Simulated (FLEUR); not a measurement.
# Fe (P6_3/mmc) in FLEUR: settings compared, part 2 of 2

FLEUR MaX-R8.1 (later development tree). Earlier steps stand in the parts before.

### 7 Band structure, SCAN, collinear spin, ferromagnetic start

Input file inp.xml:

```xml
<?xml version="1.0" encoding="UTF-8" standalone="no"?>
<fleurInput fleurInputVersion="0.39">
   <comment>
      Fe                                                                                                  
   </comment>
   <calculationSetup>
      <cutoffs Kmax="4.71" Gmax="14.6" GmaxXC="14.6" numbands="0"/>
      <scfLoop itmax="80" minDistance="0.0001" maxIterBroyd="30" imix="Anderson" alpha="0.05" precondParam="0.0" spinf="2.0" sdNocoIR="T"/>
      <coreElectrons ctail="F" frcor="F" kcrel="0" coretail_lmax="0"/>
      <xcFunctional name="LibXC" relativisticCorrections="F">
         <LibXCName exchange="mgga_x_scan" correlation="mgga_c_scan"/>
         <AuxGGA exchange="117" correlation="130"/>
      </xcFunctional>
      <magnetism jspins="2"/>
      <soc l_soc="F" theta="0.0" phi="0.0" spav="F"/>
      <expertModes spex="0" secvar="F"/>
      <geometryOptimization l_f="F" forcealpha="1.0" forcemix="BFGS" epsdisp="0.00001" epsforce="0.00001"/>
      <ldaU l_linMix="F" mixParam="0.05" spinf="1.0"/>
   </calculationSetup>
   <cell>
      <bzIntegration valenceElectrons="32.0" mode="hist" fermiSmearingEnergy="0.00183747">
         <kPointListSelection listName="default-1"/>
         <!-- k-points included here -->
         <xi:include xmlns:xi="http://www.w3.org/2001/XInclude" href="kpts.xml"> </xi:include>
      </bzIntegration>
      <!-- symmetry operations included here -->
      <xi:include xmlns:xi="http://www.w3.org/2001/XInclude" href="sym.xml"> </xi:include>
      <bulkLattice scale="1.0">
         <bravaisMatrix>
            <row-1>    4.5998911803346623     0.0000000000000000     0.0000000000000000</row-1>
            <row-2>   -2.2999455902618178     3.9836226168433098     0.0000000000000000</row-2>
            <row-3>    0.0000000000000000     0.0000000000000000     7.2602039369602549</row-3>
         </bravaisMatrix>
      </bulkLattice>
   </cell>
   <atomSpecies>
      <species name="Iron (Fe) 3.000" element="Fe" atomicNumber="26">
         <mtSphere radius="2.08" gridPoints="687" logIncrement="0.018"/>
         <atomicCutoffs lmax="8" lnonsphr="8"/>
         <electronConfig flipSpins="F">
            <coreConfig>(1s1/2) (2s1/2) (2p1/2) (2p3/2)</coreConfig>
            <valenceConfig>(3s1/2) (3p1/2) (3p3/2) (4s1/2) (3d3/2) (3d5/2)</valenceConfig>
            <stateOccupation state="(3d3/2)" spinUp="1.5" spinDown="0.9"/>
            <stateOccupation state="(3d5/2)" spinUp="3.0" spinDown="0.6"/>
         </electronConfig>
         <energyParameters s="4" p="4" d="3" f="4"/>
         <lo type="SCLO" l="0" n="3" eDeriv="0"/>
         <lo type="SCLO" l="1" n="3" eDeriv="0"/>
         <lo type="SCLO" l="1" n="3" eDeriv="1"/>
         <lo type="SCLO" l="2" n="3" eDeriv="2"/>
         <lo type="SCLO" l="3" n="4" eDeriv="2"/>
      </species>
   </atomSpecies>
   <atomGroups>
      <atomGroup species="Iron (Fe) 3.000">
         <relPos label="                   1">-1.000/3.000 1.000/3.000 -1.000/4.000</relPos>
         <relPos label="                   2">1.000/3.000 -1.000/3.000 1.000/4.000</relPos>
         <force calculate="T" relaxXYZ="TTT"/>
      </atomGroup>
   </atomGroups>
   <output dos="F" band="F" slice="F">
      <checks vchk="F" cdinf="F"/>
      <bandDOS minEnergy="-.5*Htr" maxEnergy="0.5*Htr" sigma="0.015" storeEVData="T"/>
      <vacuumDOS vacdos="F" integ="F" star="F" nstars="0" locx1="0.0" locy1="0.0" locx2="0.0" locy2="0.0" nstm="0" tworkf="0.0"/>
      <unfoldingBand unfoldBand="F" supercellX="1" supercellY="1" supercellZ="1"/>
      <plotting iplot="0" polar="F">
         <plot TwoD="T" vec1="  1.0  0.0  0.0" vec2="  0.0  1.0  0.0" vec3="  0.0  0.0  1.0" zero="  0.0  0.0  0.0" file="plot"/>
      </plotting>
      <chargeDensitySlicing numkpt="0" minEigenval="0.0" maxEigenval="0.0" nnne="0" pallst="F"/>
      <specialOutput eonly="F"/>
      <moessbauerParams electricFieldGradient="T" isomerShift="T" coreHyperfine="T" valenceHyperfine="T"/>
      <magneticCircularDichroism mcd="F" energyLo="-10.0" energyUp="0.0"/>
   </output>
  <!-- We include the file relax.xml here to enable relaxations (see documentation) -->
  <xi:include xmlns:xi="http://www.w3.org/2001/XInclude" href="relax.xml"> <xi:fallback/> </xi:include>
</fleurInput>
```

Input file crystal.txt:

```
Fe
&input cartesian=F /
2.4341575853  0.0000000000  0.0000000000
-1.2170787927  2.1080423057  0.0000000000
0.0000000000  0.0000000000  3.8419344700
1.8897261246
1.0 1.0 1.0

2
26 0.6666666666  0.3333333332  0.7500000000 : 3.000
26 0.3333333332  0.6666666666  0.2500000000 : 3.000

&kpt div1=12 div2=12 div3=7 gamma=T /
```

Input file inp.xml (bands):

```
<?xml version="1.0" encoding="UTF-8" standalone="no"?>
<fleurInput fleurInputVersion="0.39">
   <comment>
      Fe                                                                                                  
   </comment>
   <calculationSetup>
      <cutoffs Kmax="4.71" Gmax="14.6" GmaxXC="14.6" numbands="0"/>
      <scfLoop itmax="80" minDistance="0.0001" maxIterBroyd="30" imix="Anderson" alpha="0.05" precondParam="0.0" spinf="2.0" sdNocoIR="T"/>
      <coreElectrons ctail="F" frcor="F" kcrel="0" coretail_lmax="0"/>
      <xcFunctional name="LibXC" relativisticCorrections="F">
         <LibXCName exchange="mgga_x_scan" correlation="mgga_c_scan"/>
         <AuxGGA exchange="117" correlation="130"/>
      </xcFunctional>
      <magnetism jspins="2"/>
      <soc l_soc="F" theta="0.0" phi="0.0" spav="F"/>
      <expertModes spex="0" secvar="F"/>
      <geometryOptimization l_f="F" forcealpha="1.0" forcemix="BFGS" epsdisp="0.00001" epsforce="0.00001"/>
      <ldaU l_linMix="F" mixParam="0.05" spinf="1.0"/>
   </calculationSetup>
   <cell>
      <bzIntegration valenceElectrons="32.0" mode="hist" fermiSmearingEnergy="0.00183747">
         <kPointListSelection listName="path-1"/>
         <!-- k-points included here -->
         <xi:include xmlns:xi="http://www.w3.org/2001/XInclude" href="kpts.xml"> </xi:include>
      </bzIntegration>
      <!-- symmetry operations included here -->
      <xi:include xmlns:xi="http://www.w3.org/2001/XInclude" href="sym.xml"> </xi:include>
      <bulkLattice scale="1.0">
         <bravaisMatrix>
            <row-1>    4.5998911803346623     0.0000000000000000     0.0000000000000000</row-1>
            <row-2>   -2.2999455902618178     3.9836226168433098     0.0000000000000000</row-2>
            <row-3>    0.0000000000000000     0.0000000000000000     7.2602039369602549</row-3>
         </bravaisMatrix>
      </bulkLattice>
   </cell>
   <atomSpecies>
      <species name="Iron (Fe) 3.000" element="Fe" atomicNumber="26">
         <mtSphere radius="2.08" gridPoints="687" logIncrement="0.018"/>
         <atomicCutoffs lmax="8" lnonsphr="8"/>
         <electronConfig flipSpins="F">
            <coreConfig>(1s1/2) (2s1/2) (2p1/2) (2p3/2)</coreConfig>
            <valenceConfig>(3s1/2) (3p1/2) (3p3/2) (4s1/2) (3d3/2) (3d5/2)</valenceConfig>
            <stateOccupation state="(3d3/2)" spinUp="1.5" spinDown="0.9"/>
            <stateOccupation state="(3d5/2)" spinUp="3.0" spinDown="0.6"/>
         </electronConfig>
         <energyParameters s="4" p="4" d="3" f="4"/>
         <lo type="SCLO" l="0" n="3" eDeriv="0"/>
         <lo type="SCLO" l="1" n="3" eDeriv="0"/>
         <lo type="SCLO" l="1" n="3" eDeriv="1"/>
         <lo type="SCLO" l="2" n="3" eDeriv="2"/>
         <lo type="SCLO" l="3" n="4" eDeriv="2"/>
      </species>
   </atomSpecies>
   <atomGroups>
      <atomGroup species="Iron (Fe) 3.000">
         <relPos label="                   1">-1.000/3.000 1.000/3.000 -1.000/4.000</relPos>
         <relPos label="                   2">1.000/3.000 -1.000/3.000 1.000/4.000</relPos>
         <force calculate="T" relaxXYZ="TTT"/>
      </atomGroup>
   </atomGroups>
   <output dos="F" band="T" slice="F">
      <checks vchk="F" cdinf="F"/>
      <bandDOS minEnergy="-.5*Htr" maxEnergy="0.5*Htr" sigma="0.015" storeEVData="T"/>
      <vacuumDOS vacdos="F" integ="F" star="F" nstars="0" locx1="0.0" locy1="0.0" locx2="0.0" locy2="0.0" nstm="0" tworkf="0.0"/>
      <unfoldingBand unfoldBand="F" supercellX="1" supercellY="1" supercellZ="1"/>
      <plotting iplot="0" polar="F">
         <plot TwoD="T" vec1="  1.0  0.0  0.0" vec2="  0.0  1.0  0.0" vec3="  0.0  0.0  1.0" zero="  0.0  0.0  0.0" file="plot"/>
      </plotting>
      <chargeDensitySlicing numkpt="0" minEigenval="0.0" maxEigenval="0.0" nnne="0" pallst="F"/>
      <specialOutput eonly="F"/>
      <moessbauerParams electricFieldGradient="T" isomerShift="T" coreHyperfine="T" valenceHyperfine="T"/>
      <magneticCircularDichroism mcd="F" energyLo="-10.0" energyUp="0.0"/>
   </output>
  <!-- We include the file relax.xml here to enable relaxations (see documentation) -->
  <xi:include xmlns:xi="http://www.w3.org/2001/XInclude" href="relax.xml"> <xi:fallback/> </xi:include>
</fleurInput>
```

The run is started by

```console
$ inpgen -f crystal.txt -profile fastHighL
$ # inp.xml edited to the form shown
$ fleur_MPI
$ fleur_MPI   # second run, on inp.xml (bands)
```

Wall time 1.8 min (1 thread of Arm Neoverse V2, shared host); peak memory 0.1 GiB.

It converged, with:

- Free energy: -69284.3361 eV
- Band gap along the path: none (metal or under the smearing width)
- Net moment: 5.08 μB per cell
- Site moments: Fe +2.58 μB
- Valence electrons inside the program's atomic spheres: Fe 14.51 (radii Fe 2.08 bohr)

Levels at the corners of the path, in eV from the Fermi level:
Spin up:
```csv
point,band 14,band 15,band 16,band 17,band 18,band 19,band 20,band 21,band 22,band 23
Γ,-2.83,-2.83,-2.46,-2.46,-0.84,-0.84,-0.10,8.37,21.78,25.55
M,-3.06,-2.46,-0.77,-0.53,-0.47,1.66,4.07,11.13,11.85,14.20
K,-3.59,-2.33,-0.81,-0.81,-0.71,4.89,6.16,6.16,13.81,14.88
Γ,-2.83,-2.83,-2.46,-2.46,-0.84,-0.84,-0.10,8.37,21.78,25.55
A,-3.42,-3.41,-3.41,-1.26,-1.26,-1.26,-1.26,17.29,17.29,22.72
L,-2.24,-1.12,-1.12,-0.62,-0.62,1.64,1.64,8.77,8.77,20.01
H,-3.73,-2.32,-2.32,-0.64,-0.64,6.43,6.43,8.22,8.22,11.34
A,-3.42,-3.41,-3.41,-1.26,-1.26,-1.26,-1.26,17.29,17.29,22.72
L,-2.24,-1.12,-1.12,-0.62,-0.62,1.64,1.64,8.77,8.77,20.01
M,-3.06,-2.46,-0.77,-0.53,-0.47,1.66,4.07,11.13,11.85,14.20
K,-3.59,-2.33,-0.81,-0.81,-0.71,4.89,6.16,6.16,13.81,14.88
H,-3.73,-2.32,-2.32,-0.64,-0.64,6.43,6.43,8.22,8.22,11.34
```
Spin down:
| point | band 12 | band 13 | band 14 | band 15 | band 16 | band 17 |
| --- | --- | --- | --- | --- | --- | --- |
| Γ | -0.03 | 0.02 | 0.28 | 0.58 | 0.58 | 1.11 |
| M | -1.94 | -0.32 | -0.08 | 0.44 | 3.09 | 3.37 |
| K | -2.74 | -0.62 | -0.62 | 0.93 | 2.73 | 2.73 |
| Γ | -0.03 | 0.02 | 0.28 | 0.58 | 0.58 | 1.11 |
| A | -0.96 | -0.15 | -0.15 | -0.15 | -0.15 | 2.56 |
| L | -2.11 | 0.85 | 0.85 | 1.28 | 1.28 | 3.26 |
| H | -2.34 | -1.39 | -1.39 | 1.17 | 1.17 | 2.89 |
| A | -0.96 | -0.15 | -0.15 | -0.15 | -0.15 | 2.56 |
| L | -2.11 | 0.85 | 0.85 | 1.28 | 1.28 | 3.26 |
| M | -1.94 | -0.32 | -0.08 | 0.44 | 3.09 | 3.37 |
| K | -2.74 | -0.62 | -0.62 | 0.93 | 2.73 | 2.73 |
| H | -2.34 | -1.39 | -1.39 | 1.17 | 1.17 | 2.89 |

Core levels (eV from the Fermi level):
```tsv
atom	levels
1 Fe	1s1/2 -6990.8, 2s1/2 -812.9, 2p1/2 -699.6, 2p3/2 -687.1
2 Fe	1s1/2 -6990.8, 2s1/2 -812.9, 2p1/2 -699.6, 2p3/2 -687.1
```

Caveat: the meta-GGA is that of a development version, with a GGA for the radial functions and cores and without core tails.
